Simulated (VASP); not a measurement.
# W8S15 (a cell with a defect) in VASP: further runs

The runs below take W8S15 (a cell with a defect) through single point, with PBEsol, HSE06.

Program: VASP 6.6.1. These are calculated values, not measurements. Logs are shortened: lines on timing, memory, paths and dates and some standing lists are left out, and cuts for length are marked.

### Step 1. Starting point

The cell holds a defect, 23 atoms: a = 6.306 Å, b = 6.306 Å, c = 12.323 Å, α = 90.00°, β = 90.00°, γ = 120.00°.

### Step 2. Single point, PBEsol, collinear spin, ferromagnetic start

File INCAR:

```
PREC = Accurate ; ENCUT = 350
EDIFF = 1E-5 ; ISMEAR = 0
SIGMA = 0.03 ; LREAL = Auto
LASPH = True ; NELM = 120
ALGO = Normal ; ISIF = 2
LWAVE = False ; LCHARG = False
ISPIN = 2 ; MAGMOM = 0 0 0 0 1 1 1 0 0 0 0 0 0 0 0 0 0 0 0 0 0 0 0
LORBIT = 11 ; NUPDOWN = 3
LMAXMIX = 4 ; GGA = PS
NELECT = 203.0 ; ISYM = 0
KPAR = 4
```

File KPOINTS:

```
Automatic mesh
0
Gamma
  3 3 2
```

File POSCAR:

```
W8S15                                   
1.0
    6.3064000000      0.0000000000      0.0000000000
   -3.1532000000      5.4615026064      0.0000000000
    0.0000000000      0.0000000000     12.3230000000
  W               S             
     8    15
Direct
     0.1660811711087131    0.3329559054630848    0.2505053627364316
     0.1655030209964350    0.8325240512562807    0.2507804300183594
     0.6655847033889354    0.3328591390000241    0.2508878372242591
     0.6659446322495615    0.8330478607582199    0.2507903416367087
     0.3273848891878560    0.1690912815366009    0.7508284041482417
     0.3295354348070829    0.6614372190714957    0.7512527004500994
     0.8395881109306005    0.1689626972215315    0.7509939034046762
     0.8324008959807951    0.6671264284998665    0.7504910355391373
     0.1639286123387271    0.8325899093833325    0.6240360195005853
     0.6663412929001398    0.3343687045047364    0.6244880054920083
     0.6664473194368852    0.8325749423755134    0.6241014155357283
     0.3323808586340449    0.1656943246718255    0.1234446737711514
     0.3328243180762905    0.6668500384608839    0.1234142170761966
     0.8322229303437838    0.1664227818039699    0.1235659685771599
     0.8320854299383073    0.6660083003671876    0.1238788096581976
     0.1661655220210583    0.3343262982558287    0.8780274740594110
     0.1702921154404340    0.8361966239352064    0.8760842363991439
     0.6629365719095525    0.3283336350431602    0.8756344753344453
     0.6634874180824596    0.8360452563778545    0.8761213585797579
     0.3322736682529920    0.1657392445511536    0.3778412803127942
     0.3323845703339819    0.6660437090810252    0.3778774149639607
     0.8329289076311696    0.1666260548004194    0.3778076182515055
     0.8323446060101818    0.6661585935807915    0.3778920173300434
```

Potentials or basis: VASP PAW PBE potentials, release 64 (W_sv, S).

Launch:

```console
$ cat potpaw_PBE.64/W_sv/POTCAR potpaw_PBE.64/S/POTCAR > POTCAR
$ mpirun -np 4 vasp_std > vasp.out
```

OUTCAR:

```text
PREC = Accurate
   ENCUT = 350
   EDIFF = 1E-5
   ISMEAR = 0
   LREAL = Auto
   LASPH = True
   NELM = 120
   ISIF = 2
   ISPIN = 2
   LORBIT = 11
   NUPDOWN = 3
   GGA = PS
   NELECT = 203.0
   ISYM = 0

 ion  position               nearest neighbor table
   1  0.166  0.333  0.251-  12 2.40  22 2.40  14 2.40  21 2.40  20 2.40  13 2.40   3 3.15   2 3.15
                             4 3.15   4 3.15   2 3.15   3 3.16
   2  0.166  0.833  0.251-  15 2.40  20 2.40  23 2.40  21 2.40  13 2.40  12 2.40   3 3.15   4 3.15
                             1 3.15   1 3.15   4 3.15   3 3.15
   3  0.666  0.333  0.251-  15 2.40  20 2.40  23 2.40  22 2.40  14 2.40  12 2.40   1 3.15   2 3.15
                             4 3.15   4 3.15   2 3.15   1 3.16
   4  0.666  0.833  0.251-  15 2.40  23 2.40  22 2.40  21 2.40  14 2.40  13 2.40   2 3.15   1 3.15
                             3 3.15   3 3.15   1 3.15   2 3.15
   5  0.327  0.169  0.751-  16 2.37  17 2.39  18 2.39   9 2.41  10 2.42   7 3.08   6 3.10   8 3.14
                             8 3.16   6 3.21   7 3.23
   6  0.330  0.661  0.751-  16 2.37  17 2.39  19 2.39   9 2.42  11 2.42   7 3.10   5 3.10   8 3.15
                             8 3.15   5 3.21   7 3.21
   7  0.840  0.169  0.751-  16 2.37  19 2.38  18 2.39  11 2.41  10 2.42   5 3.08   6 3.10   8 3.14
                             8 3.16   6 3.21   5 3.23
   8  0.832  0.667  0.750-  11 2.39   9 2.39  10 2.39  17 2.41  19 2.41  18 2.41   7 3.14   5 3.14
                             6 3.15   6 3.15   5 3.16   7 3.16
   9  0.164  0.833  0.624-   8 2.39   5 2.41   6 2.42
  10  0.666  0.334  0.624-   8 2.39   5 2.42   7 2.42
  11  0.666  0.833  0.624-   8 2.39   7 2.41   6 2.42
  12  0.332  0.166  0.123-   1 2.40   2 2.40   3 2.40
  13  0.333  0.667  0.123-   2 2.40   4 2.40   1 2.40
  14  0.832  0.166  0.124-   3 2.40   1 2.40   4 2.40
  15  0.832  0.666  0.124-   4 2.40   3 2.40   2 2.40
  16  0.166  0.334  0.878-   7 2.37   6 2.37   5 2.37
  17  0.170  0.836  0.876-   5 2.39   6 2.39   8 2.41
  18  0.663  0.328  0.876-   5 2.39   7 2.39   8 2.41
  19  0.663  0.836  0.876-   7 2.38   6 2.39   8 2.41
  20  0.332  0.166  0.378-   3 2.40   2 2.40   1 2.40
  21  0.332  0.666  0.378-   2 2.40   4 2.40   1 2.40
  22  0.833  0.167  0.378-   3 2.40   4 2.40   1 2.40
  23  0.832  0.666  0.378-   3 2.40   2 2.40   4 2.40

IMPORTANT INFORMATION: All symmetrisations will be switched off!
NOSYMM: (Re-)initialisation of all symmetry stuff for point group C_1.

----------------------------------------------------------------------------------------

                                     Primitive cell

  volume of cell :     424.4339

  direct lattice vectors                    reciprocal lattice vectors
     6.306400000  0.000000000  0.000000000     0.158569073  0.091549897  0.000000000
    -3.153200000  5.461502606  0.000000000     0.000000000  0.183099794  0.000000000
     0.000000000  0.000000000 12.323000000     0.000000000  0.000000000  0.081149071

  length of vectors
     6.306400000  6.306400000 12.323000000     0.183099794  0.183099794  0.081149071

  position of ions in fractional coordinates (direct lattice)
     0.166081171  0.332955905  0.250505363
     0.165503021  0.832524051  0.250780430
     0.665584703  0.332859139  0.250887837
     0.665944632  0.833047861  0.250790342
     0.327384889  0.169091282  0.750828404
     0.329535435  0.661437219  0.751252700
[... 15 lines left out ...]
     0.832928908  0.166626055  0.377807618
     0.832344606  0.666158594  0.377892017

  ion indices of the primitive-cell ions
   primitive index   ion index
                 1           1
                 2           2
                 3           3
                 4           4
                 5           5
                 6           6
[... 15 lines left out ...]
                22          22
                23          23

----------------------------------------------------------------------------------------

 KPOINTS: Automatic mesh

Automatic generation of k-mesh.
 Grid dimensions read from file:
 generate k-points for:    3    3    2

 Generating k-lattice:

  Cartesian coordinates                     Fractional coordinates (reciprocal lattice)
     0.052856358  0.030516632  0.000000000     0.333333333  0.000000000  0.000000000
     0.000000000  0.061033265  0.000000000     0.000000000  0.333333333  0.000000000
     0.000000000  0.000000000  0.040574535     0.000000000  0.000000000  0.500000000

  Length of vectors
[... 29 lines left out ...]
   NGXF,Y,Z  is equivalent  to a cutoff of  21.09, 21.09, 21.59 a.u.
 SYSTEM =  unknown system
   PREC   = accura    normal or accurate (medium, high low for compatibility)
   ISTART =      0    job   : 0-new  1-cont  2-samecut
   ICHARG =      2    charge: 1-file 2-atom 10-const
   ISPIN  =      2    spin polarized calculation?
   LNONCOLLINEAR =      F non collinear calculations
   LSORBIT =      F    spin-orbit coupling
   LASPH  =      T    aspherical Exc in radial PAW
   ENCUT  =  350.0 eV  25.72 Ry    5.07 a.u.   9.62  9.62 18.80*2*pi/ulx,y,z
   NELM   =    120;   NELMIN=  2; NELMDL= -5     # of ELM steps
   EDIFF  = 0.1E-04   stopping-criterion for ELM
   LREAL  =      T    real-space projection
   EDIFFG = 0.1E-03   stopping-criterion for IOM
   NSW    =      0    number of steps for IOM
   IBRION =     -1    ionic relax: 0-MD 1-quasi-New 2-CG
   NFREE  =      0    steps in history (QN), initial steepest desc. (CG)
   ISIF   =      2    stress and relaxation
   ISYM   =      0    0-nonsym 1-usesym 2-fastsym
   POTIM  = 0.5000    time-step for ionic-motion
   TEBEG  =    0.0;   TEEND  =   0.0 temperature during run
   PSTRESS=    0.0 pullay stress
   NELECT =     203.0000    total number of electrons
   NUPDOWN=       3.0000    fix difference up-down
   EMIN   =  10.00;   EMAX   =-10.00  energy-range for DOS
   EFERMI =   0.00;   METHOD = LEGACY
   ISMEAR =     0;   SIGMA  =   0.03  broadening in eV -4-tet -1-fermi 0-gaus
   EFERMI_NEDOS =   21; number of points for ismear=-14 and -15
   IALGO  =     38    algorithm
   IMIX   =      4    mixing-type and parameters
     AMIX     =   0.40;   BMIX     =  1.00
     AMIX_MAG =   1.60;   BMIX_MAG =  1.00
  volume/ion in A,a.u.               =      18.45       124.53
  Fermi-wavevector in a.u.,A,eV,Ry     =   1.280276  2.419370 22.301386  1.639106
  Thomas-Fermi vector in A             =   2.412713
   LORBIT       =     11    0 simple, 1 ext, 2 COOP (PROOUT), +10 PAW based schemes
   GGA     = PS    functional components
   LHFCALC =     F    Hartree Fock is set to
   AEXX    =    0.0000 exact exchange contribution
   IVDW    =     0    specifies the selected vdW correction
   LEPSILON=     F    determine dielectric tensor
   LRPA    =     F    only Hartree local field effects (RPA)
 spin polarized calculation
 Gauss-broadening in eV      SIGMA  =   0.03
  energy-cutoff  :      350.00
  volume of cell :      424.43
 maximum number of plane-waves:      6374
 NGX is ok and might be reduce to    40
   NGX = 19   NGY = 19   NGZ = 37

 number of electron     203.0000010 magnetization       3.0000000

 Free energy of the ion-electron system (eV)
  ---------------------------------------------------
  ext. energy  EPLUGINS =         0.00000000
  ---------------------------------------------------
  free energy    TOTEN  =      -185.57739675 eV

  energy without entropy =     -185.57156631  energy(sigma->0) =     -185.57448153

 E-fermi :   6.6817     XC(G=0): -10.9333

 val. band max:        8.0300927581   @ k =  -0.3333   0.3333   0.5000
 cond. band min:       6.6937465743   @ k =   0.3333   0.3333   0.0000
 fundamental gap:     -1.3363461839
 Fermi energy:         8.0353029783

 spin component 1

 k-point     1 :       0.0000    0.0000    0.0000
  band No.  band energies     occupation
      1     -67.7419      1.00000
      2     -67.7252      1.00000
      3     -67.7252      1.00000
      4     -67.7052      1.00000
      5     -67.3562      1.00000
      6     -67.1496      1.00000
[... 1149 lines left out ...]
    112       9.0162      0.00000
    113       9.0213      0.00000
 Fermi energy:         6.6817259151

 spin component 2

 k-point     1 :       0.0000    0.0000    0.0000
  band No.  band energies     occupation
      1     -67.7151      1.00000
      2     -67.6991      1.00000
      3     -67.6988      1.00000
      4     -67.6666      1.00000
      5     -67.3524      1.00000
      6     -66.9108      1.00000
[... 1149 lines left out ...]
    112       9.0734      0.00000
    113       9.0777      0.00000
 [bands above 113 left out]

------------------------ aborting loop because EDIFF is reached ----------------------------------------

  FORCE on cell =-STRESS in cart. coord.  units (eV):
  Direction    XX          YY          ZZ          XY          YZ          ZX
  --------------------------------------------------------------------------------------
  -------------------------------------------------------------------------------------
  Total        6.9409811      7.2052285     13.4721299      0.0010316      0.0281107     -0.0377878
  in kB       26.2012093     27.1987055     50.8553603      0.0038940      0.1061139     -0.1426434
  external PRESSURE =      34.7517584 kB  Pullay stress =       0.0000000 kB

 VOLUME and BASIS-vectors are now :
 -----------------------------------------------------------------------------
  energy-cutoff  :      350.00
  volume of cell :      424.43
      direct lattice vectors                 reciprocal lattice vectors
     6.306400000  0.000000000  0.000000000     0.158569073  0.091549897  0.000000000
    -3.153200000  5.461502606  0.000000000     0.000000000  0.183099794  0.000000000
     0.000000000  0.000000000 12.323000000     0.000000000  0.000000000  0.081149071

 POSITION                                       TOTAL-FORCE (eV/Angst)
 -----------------------------------------------------------------------------------
     -0.00250      1.81844      3.08698        -0.004846     -0.000609     -0.059334
     -1.58139      4.54683      3.09037        -0.005588     -0.001677     -0.024227
      3.14787      1.81791      3.09169        -0.006021      0.009619     -0.045645
      1.57295      4.54969      3.09049         0.002831     -0.003113     -0.010804
      1.53144      0.92349      9.25246         0.338606     -0.103594     -0.147036
     -0.00746      3.61244      9.25769         0.003841      0.291790     -0.189065
[... 15 lines left out ...]
      4.72738      0.91003      4.65572        -0.023130     -0.025067     -0.032910
      3.14857      3.63823      4.65676        -0.004561      0.001058     -0.009734
 -----------------------------------------------------------------------------------
    total drift:                               -0.001876     -0.002703     -0.007150

  FREE ENERGIE OF THE ION-ELECTRON SYSTEM (eV)
  ---------------------------------------------------
  free  energy   TOTEN  =      -185.5773967525 eV

  energy  without entropy=     -185.5715663144  energy(sigma->0) =     -185.57448153

 total charge

# of ion       s       p       d       tot
------------------------------------------
    1        2.327   6.336   3.444  12.106
    2        2.328   6.337   3.442  12.107
    3        2.328   6.337   3.442  12.107
    4        2.327   6.337   3.442  12.106
    5        2.319   6.298   3.438  12.055
    6        2.318   6.298   3.441  12.058
[... 15 lines left out ...]
   22        1.355   2.357   0.000   3.711
   23        1.355   2.354   0.000   3.709
--------------------------------------------------
tot         38.869  85.962  27.513 152.343

 magnetization (x)

# of ion       s       p       d       tot
------------------------------------------
    1        0.004   0.001   0.079   0.083
    2        0.004   0.000   0.052   0.057
    3        0.004   0.000   0.052   0.057
    4        0.004   0.001   0.053   0.058
    5        0.015   0.022   0.493   0.531
    6        0.016   0.022   0.502   0.540
[... 15 lines left out ...]
   22        0.001   0.003   0.000   0.004
   23        0.002   0.002   0.000   0.004
--------------------------------------------------
tot          0.080   0.266   1.732   2.078
```

Run time: 6.1 min. Hardware: 4 MPI ranks of Intel Xeon Platinum 8488C (Sapphire Rapids), shared host; peak memory 0.67 GiB.

What came out:

```
Free energy                                           : -185.5774 eV
Largest force                                         : 0.401 eV/Å
Net moment                                            : 3.00 μB per cell
Site moments                                          : W +0.08, +0.06, +0.53, +0.54, +0.01; S +0.04, +0.03, +0.00, +0.01, +0.02 μB
Valence electrons inside the program's atomic spheres : W 12.11, 12.05, 12.06, 12.09; S 3.71, 3.72
```

Forces in eV/Å, atoms in the order of the input:
```
W   -0.005 -0.001 -0.059
W   -0.006 -0.002 -0.024
W   -0.006  0.010 -0.046
W    0.003 -0.003 -0.011
W    0.339 -0.104 -0.147
W    0.004  0.292 -0.189
W   -0.351 -0.102 -0.164
W    0.008 -0.012  0.287
S    0.143  0.068 -0.089
S   -0.003 -0.173 -0.069
S   -0.147  0.071 -0.093
S    0.013  0.007  0.069
S    0.002 -0.009  0.072
S    0.002 -0.011  0.054
S    0.009  0.004  0.030
S    0.001 -0.019  0.100
S   -0.193 -0.112  0.139
S    0.008  0.198  0.117
S    0.194 -0.111  0.145
S    0.006  0.004 -0.035
S    0.007  0.028 -0.046
S   -0.023 -0.025 -0.033
S   -0.005  0.001 -0.010
```

Caveat: the k mesh is coarse (spacing up to 0.38 Å⁻¹), so the values aren't converged; the cell is charged against a uniform background, so pressure and absolute levels hang on convention; the PAW data sets were made with another functional, which shifts forces and pressure a little; the total moment is fixed, so each spin has its own Fermi level. The run has no spin-orbit coupling, so splittings on W are missing.

### Step 3. Single point, HSE06, collinear spin, ferromagnetic start

POSCAR is that of step 2.

File INCAR.step1:

```
PREC = Accurate ; ENCUT = 350
EDIFF = 1E-5 ; ISMEAR = 0
SIGMA = 0.03 ; LREAL = Auto
LASPH = True ; NELM = 70
ALGO = Normal ; ISIF = 2
LWAVE = True ; LCHARG = False
ISPIN = 2 ; MAGMOM = 0 0 0 0 0.33 0.33 0.33 0 0 0 0 0 0 0 0 0 0 0 0 0 0 0 0
LORBIT = 11 ; NUPDOWN = 1
LMAXMIX = 4 ; NELECT = 203.0
ISYM = -1 ; TIME = 0.4
NKRED = 2 ; GGA = PE
KPAR = 2
```

File INCAR.step2:

```
PREC = Accurate ; ENCUT = 350
EDIFF = 1E-4 ; ISMEAR = 0
SIGMA = 0.03 ; LREAL = Auto
LASPH = True ; NELM = 70
ALGO = Damped ; ISIF = 2
LWAVE = False ; LCHARG = False
ISPIN = 2 ; MAGMOM = 0 0 0 0 0.33 0.33 0.33 0 0 0 0 0 0 0 0 0 0 0 0 0 0 0 0
LORBIT = 11 ; NUPDOWN = 1
LMAXMIX = 4 ; GGA = PE
LHFCALC = True ; HFSCREEN = 0.2
PRECFOCK = Fast ; NELECT = 203.0
ISYM = -1 ; TIME = 0.4
NKRED = 2 ; ISTART = 1
KPAR = 2
```

File KPOINTS:

```
Automatic mesh
0
Gamma
  2 2 2
```

Potentials or basis: VASP PAW PBE potentials, release 64 (W_sv, S).

Launch:

```console
$ cat potpaw_PBE.64/W_sv/POTCAR potpaw_PBE.64/S/POTCAR > POTCAR
$ cp INCAR.step1 INCAR
$ mpirun -np 4 vasp_std > vasp.out
$ cp INCAR.step2 INCAR
$ mpirun -np 4 vasp_std > vasp.out
```

Run time: 32 min. Hardware: 4 MPI ranks of Intel Xeon Platinum 8488C (Sapphire Rapids), shared host; peak memory 0.83 GiB.

The run converged. Its results:

- Free energy: -213.0540 eV
- Largest force: 0.429 eV/Å
- Net moment: 1.00 μB per cell
- Site moments: W +0.02, +0.03, +0.23, +0.24, +0.00; S -0.01, +0.00, -0.00 μB
- Valence electrons inside the program's atomic spheres: W 12.05, 12.06, 12.00; S 3.74, 3.73, 3.76

Forces on the atoms (eV/Å):
```
W    0.103  0.046 -0.023
W    0.012  0.036  0.000
W   -0.088 -0.010 -0.023
W   -0.066 -0.072  0.012
W    0.100  0.042  0.237
W   -0.043 -0.025  0.171
W   -0.115  0.102  0.181
W    0.035 -0.054  0.011
S   -0.019 -0.016  0.282
S   -0.002  0.005  0.285
S    0.014 -0.016  0.268
S    0.020 -0.017  0.359
S   -0.015  0.004  0.376
S   -0.001 -0.009  0.398
S    0.029  0.009  0.325
S    0.007 -0.019 -0.315
S   -0.013 -0.005 -0.429
S    0.011 -0.010 -0.415
S    0.026 -0.009 -0.395
S   -0.004 -0.009 -0.296
S   -0.009  0.023 -0.323
S   -0.002 -0.009 -0.359
S    0.019  0.011 -0.326
```

Caveat: the k mesh is coarse (spacing up to 0.58 Å⁻¹), so the values aren't converged, least of all with exact exchange; the cell is charged against a uniform background, so pressure and absolute levels hang on convention; the PAW data sets were made with another functional, which shifts forces and pressure a little; the total moment is fixed, so each spin has its own Fermi level. The run has no spin-orbit coupling, so splittings on W are missing.
